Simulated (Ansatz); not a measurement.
# Residual resistivity of an alloy: W(100) with 4 layers of random W-Os, 2x2, part 2 of 2

Wanted: resistance against the alloy's length, first W(100) with 4 layers of random W-Os, 2x2.

Ansatz 0.2.0; Ansatz plane-wave DFT, PBE, PAW files; ballistic transport by layer matching (Landauer), zero bias; PAW set soft_1.

So far. Step 3 (With 8 alloy layers): Over the solved energies the transmission per spin lies between 2.25 and 2.33, out of 5.34 channels of the lead on average (up to 5.72).

## 4. With 12 alloy layers

In 12 layers a share of 0.5 of the sites is given to Os at random. A fresh draw is used; the growth of the resistance with length is what counts.

System of this step: W(100) with 12 layers of random W-Os, 2x2. The cell holds 88 atoms: 64 W and 24 Os. Cell: a = 6.330 Å, b = 6.330 Å, c = 34.813 Å, α = 90.0°, β = 90.0°, γ = 90.0°. It derives from W. Regions: lead, 40 atoms (40 W); scattering region, 48 atoms (24 Os and 24 W). The structure is stacked along c, and the current runs across the ab planes.

The input, input.yaml:

```yaml
crystal:
  lattice:
    - [6.3296, 0.0, 0.0]
    - [0.0, 6.3296, 0.0]
    - [0.0, 0.0, 34.8128]
  atoms:
    - { symbol: W, position: [0.0, 0.0, 0.0227272727] }
    - { symbol: W, position: [0.0, 0.5, 0.0227272727] }
    - { symbol: W, position: [0.5, 0.0, 0.0227272727] }
    - { symbol: W, position: [0.5, 0.5, 0.0227272727] }
    - { symbol: W, position: [0.25, 0.25, 0.0681818182] }
    - { symbol: W, position: [0.25, 0.75, 0.0681818182] }
    - { symbol: W, position: [0.75, 0.25, 0.0681818182] }
    - { symbol: W, position: [0.75, 0.75, 0.0681818182] }
    - { symbol: W, position: [0.0, 0.0, 0.1136363636] }
    - { symbol: W, position: [0.0, 0.5, 0.1136363636] }
    - { symbol: W, position: [0.5, 0.0, 0.1136363636] }
    - { symbol: W, position: [0.5, 0.5, 0.1136363636] }
    - { symbol: W, position: [0.25, 0.25, 0.1590909091] }
    - { symbol: W, position: [0.25, 0.75, 0.1590909091] }
    - { symbol: W, position: [0.75, 0.25, 0.1590909091] }
    - { symbol: W, position: [0.75, 0.75, 0.1590909091] }
    - { symbol: W, position: [0.0, 0.0, 0.2045454545] }
    - { symbol: W, position: [0.0, 0.5, 0.2045454545] }
    - { symbol: W, position: [0.5, 0.0, 0.2045454545] }
    - { symbol: W, position: [0.5, 0.5, 0.2045454545] }
    - { symbol: Os, position: [0.25, 0.25, 0.25] }
    - { symbol: W, position: [0.25, 0.75, 0.25] }
    - { symbol: Os, position: [0.75, 0.25, 0.25] }
    - { symbol: Os, position: [0.75, 0.75, 0.25] }
    - { symbol: Os, position: [0.0, 0.0, 0.2954545455] }
    - { symbol: W, position: [0.0, 0.5, 0.2954545455] }
    - { symbol: Os, position: [0.5, 0.0, 0.2954545455] }
    - { symbol: W, position: [0.5, 0.5, 0.2954545455] }
    - { symbol: W, position: [0.25, 0.25, 0.3409090909] }
    - { symbol: W, position: [0.25, 0.75, 0.3409090909] }
    - { symbol: W, position: [0.75, 0.25, 0.3409090909] }
    - { symbol: W, position: [0.75, 0.75, 0.3409090909] }
    - { symbol: Os, position: [0.0, 0.0, 0.3863636364] }
    - { symbol: Os, position: [0.0, 0.5, 0.3863636364] }
    - { symbol: W, position: [0.5, 0.0, 0.3863636364] }
    - { symbol: W, position: [0.5, 0.5, 0.3863636364] }
    - { symbol: Os, position: [0.25, 0.25, 0.4318181818] }
    - { symbol: Os, position: [0.25, 0.75, 0.4318181818] }
    - { symbol: W, position: [0.75, 0.25, 0.4318181818] }
    - { symbol: W, position: [0.75, 0.75, 0.4318181818] }
    - { symbol: Os, position: [0.0, 0.0, 0.4772727273] }
    - { symbol: Os, position: [0.0, 0.5, 0.4772727273] }
    - { symbol: Os, position: [0.5, 0.0, 0.4772727273] }
    - { symbol: Os, position: [0.5, 0.5, 0.4772727273] }
    - { symbol: W, position: [0.25, 0.25, 0.5227272727] }
    - { symbol: Os, position: [0.25, 0.75, 0.5227272727] }
    - { symbol: W, position: [0.75, 0.25, 0.5227272727] }
    - { symbol: Os, position: [0.75, 0.75, 0.5227272727] }
    - { symbol: Os, position: [0.0, 0.0, 0.5681818182] }
    - { symbol: Os, position: [0.0, 0.5, 0.5681818182] }
    - { symbol: Os, position: [0.5, 0.0, 0.5681818182] }
    - { symbol: W, position: [0.5, 0.5, 0.5681818182] }
    - { symbol: W, position: [0.25, 0.25, 0.6136363636] }
    - { symbol: W, position: [0.25, 0.75, 0.6136363636] }
    - { symbol: W, position: [0.75, 0.25, 0.6136363636] }
    - { symbol: Os, position: [0.75, 0.75, 0.6136363636] }
    - { symbol: W, position: [0.0, 0.0, 0.6590909091] }
    - { symbol: W, position: [0.0, 0.5, 0.6590909091] }
    - { symbol: W, position: [0.5, 0.0, 0.6590909091] }
    - { symbol: W, position: [0.5, 0.5, 0.6590909091] }
    - { symbol: W, position: [0.25, 0.25, 0.7045454545] }
    - { symbol: Os, position: [0.25, 0.75, 0.7045454545] }
    - { symbol: Os, position: [0.75, 0.25, 0.7045454545] }
    - { symbol: Os, position: [0.75, 0.75, 0.7045454545] }
    - { symbol: W, position: [0.0, 0.0, 0.75] }
    - { symbol: W, position: [0.0, 0.5, 0.75] }
    - { symbol: Os, position: [0.5, 0.0, 0.75] }
    - { symbol: Os, position: [0.5, 0.5, 0.75] }
    - { symbol: W, position: [0.25, 0.25, 0.7954545455] }
    - { symbol: W, position: [0.25, 0.75, 0.7954545455] }
    - { symbol: W, position: [0.75, 0.25, 0.7954545455] }
    - { symbol: W, position: [0.75, 0.75, 0.7954545455] }
    - { symbol: W, position: [0.0, 0.0, 0.8409090909] }
    - { symbol: W, position: [0.0, 0.5, 0.8409090909] }
    - { symbol: W, position: [0.5, 0.0, 0.8409090909] }
    - { symbol: W, position: [0.5, 0.5, 0.8409090909] }
    - { symbol: W, position: [0.25, 0.25, 0.8863636364] }
    - { symbol: W, position: [0.25, 0.75, 0.8863636364] }
    - { symbol: W, position: [0.75, 0.25, 0.8863636364] }
    - { symbol: W, position: [0.75, 0.75, 0.8863636364] }
    - { symbol: W, position: [0.0, 0.0, 0.9318181818] }
    - { symbol: W, position: [0.0, 0.5, 0.9318181818] }
    - { symbol: W, position: [0.5, 0.0, 0.9318181818] }
    - { symbol: W, position: [0.5, 0.5, 0.9318181818] }
    - { symbol: W, position: [0.25, 0.25, 0.9772727273] }
    - { symbol: W, position: [0.25, 0.75, 0.9772727273] }
    - { symbol: W, position: [0.75, 0.25, 0.9772727273] }
    - { symbol: W, position: [0.75, 0.75, 0.9772727273] }
kpoints:
  mp_grid: { grid: [4, 4, 1] }
hamiltonian:
  xc: pbe
  pseudopotentials: { kind: paw, azcp: { folder: soft_1 } }
scf:
  occupations: { method: fermi_dirac, width: 0.1 }
output:
  transmission: { leads: [[0, 4]], kmesh: [8, 8], e_range: [-0.05, 0.05], de: 0.05 }
  write_potential: true
  write_density: true
  volumetric_format: npy
```

On the command line:

```bash
$ ansatz run input.yaml --threads 4 --pin off --max-ram 15360MiB --backend cpu --events-out ev --progress --plain --runs-dir out
```

Numbers of over 12 decimals in the logs are rounded to 6 here.

What it wrote:

```text
[...]
Crystal: 88 atoms, lattice volume = 1394.734 Å³
Basis set: ecut = 420 eV, 27305 PW (Γ)
Bands: 768, of which v1, the nominal top of the filled ones, is band 640 counted from 1 (639 counted from 0)
Symmetry: 1 space group operations
[...]
k-points: 10 of 16 (time reversal used)
[...]
SCF iter   1: F=—  HF=-937965.047590 eV  |F-HF|=—  |Δ(HF+E_count)|=         —  Δρ=6.92e-2  dr2=2.37e2  ethr=3.10e-3  ⟨swp⟩=4.4  Hψ=22795  notcnv=0
[...]
SCF iter   9: F=-937942.745987 eV  HF=-937942.745987 eV  |F-HF|=4.54e-8  |Δ(HF+E_count)|=   1.20e-7  Δρ=9.46e-7  dr2=5.17e-8  ethr=7.81e-12  ⟨swp⟩=7.2  Hψ=24112  notcnv=0
SCF 1 converged in 9 iterations: F = -937942.745987 eV  dr2 = 5.17e-8
[...]
transmission: 194 of 1938 steps passed
transmission: 390 of 1938 steps passed
[...]
transmission: 1938 of 1938 steps passed
SCF converged after 9 iterations
Free energy (F): -937942.745987 eV
[...]
Internal energy: -937940.145736 eV  (E = F + TS)
E sigma→0 (E₀):  -937941.445861 eV
Entropy (-TS):   -2.600251 eV (-29.548 meV/atom)
Fermi energy:    22.590778 eV
[...]
--- Band table (eV; the first three rows and the last of 10) ---
  k-point 0: bands = [... 636 lower, 22.5764, 22.5988, 22.6260, 22.6371, 22.6515, 22.6777, 22.6896, 22.7059, ... 124 higher]
  k-point 1: bands = [... 636 lower, 22.3760, 22.3998, 22.4209, 22.4569, 22.4807, 22.4968, 22.5299, 22.5560, ... 124 higher]
  k-point 2: bands = [... 636 lower, 22.4779, 22.4973, 22.5137, 22.5348, 22.5676, 22.5962, 22.6123, 22.6333, ... 124 higher]
  k-point 9: bands = [... 636 lower, 22.7401, 22.7467, 22.7643, 22.8032, 22.8055, 22.8300, 22.8331, 22.8522, ... 124 higher]
--- Transmission ---
  basis      : 349 plane waves across, 57 finite elements along
  points     : 34, standing for a mesh of 8 x 8
[...]
channels       : 5.281250e0 a spin
[...]
slowest decay  : 0.0376 /Å at (0.5000, 0.5000)
  junction   : crystal 0 to crystal 0, 0.70 to 33.93 Å
    transmission   : 1.718496e0 a spin
[...]
```

It took 32 min on 4 threads of Arm Neoverse V1, shared host; peak memory 8.7 GiB.

Numbers from this step:

* free energy: -937942.7460 eV
* energy at zero smearing: -937941.4459 eV
* Fermi energy: 22.59 eV
* transmission per spin nearest the Fermi level: 1.718
* step of the lead's potential: 13.4 meV

Per spin. The transmission, zone mean by energy, zero at the Fermi level:

```csv
energy (eV),"transmission, zone mean"
-0.0500,1.72
0.0000,1.72
0.0500,1.82
```

Over the solved energies the transmission per spin lies between 1.72 and 1.82, out of 5.24 channels of the lead on average (up to 5.78).

## 5. The fit

This step: Ansatz plane-wave DFT, PBE, PAW files; ballistic transport by layer matching (Landauer), zero bias; residual resistivity from the slope of the area resistance, atoms on the host's lattice; PAW set soft_1 (Ansatz 0.2.0).

Numbers from this step:

```
resistivity           : 93.97 µΩ cm
intercept             : 0.1531 fΩ m²
scatter about the fit : 0.03745 fΩ m²
```

Resistance, by row:

```csv
run,length (Å),T,channels N,RA (fΩ m²)
n4,6.33,2.962,5.323,0.7744
n8,12.66,2.291,5.344,1.29
n12,18.99,1.752,5.24,1.964
```

Area resistance against length of the alloy:

```csv
length of the alloy (Å),area resistance (fΩ m²)
6.33,0.774
12.66,1.29
18.99,1.96
```

The area resistance goes from 0.77 to 2.0 fΩ m² between 6.3 and 19.0 Å, a slope of 94 µΩ cm.

By hand from the end points: (1.964 − 0.7744) fΩ m² / (18.99 − 6.33) Å = 94 µΩ cm, since 1 fΩ m² per Å is 1000 µΩ cm.

## 6. Results

```
resistivity from the slope  : 94.0 µΩ cm
area resistance over 6.33 Å : 0.774 fΩ m²
area resistance over 12.7 Å : 1.29 fΩ m²
area resistance over 19.0 Å : 1.96 fΩ m²
```

The slope gives 94 µΩ cm. The points scatter by 0.037 fΩ m² about the line, with one random draw a length in a 2x2 cell, so the slope is a rough value. The lead's own channel count moves between the runs (5.32, 5.34 and 5.24), which shifts RA and the slope too. Read with a model of isotropic scattering on a spherical Fermi surface and the lead's 1.0×10¹⁵ S/m², this slope means a mean free path near 7.8 Å (a rough figure, since the alloy's own channel count differs); over these lengths the model's slope is within 3 % of its bulk resistivity. The atoms sit on the host's lattice, so scattering by size misfit is left out. With 50 % of Os, whose own structure is another, this is a hypothetical phase. Spin-orbit coupling is left out, which matters for Os and W. A lead's potential steps by up to 32 meV from period to period, which the log calls too much, so longer leads could move the result.

[Logs are printed without paths, hosts, clocks, repeated set-up lines and the standing remarks that a program may print on its own settings, such as how far it seeks lower states.]

[Hosts, paths, dates, database ids (printed as entryN), source tags and the programs' standing remarks are cut or masked in the printed files.]
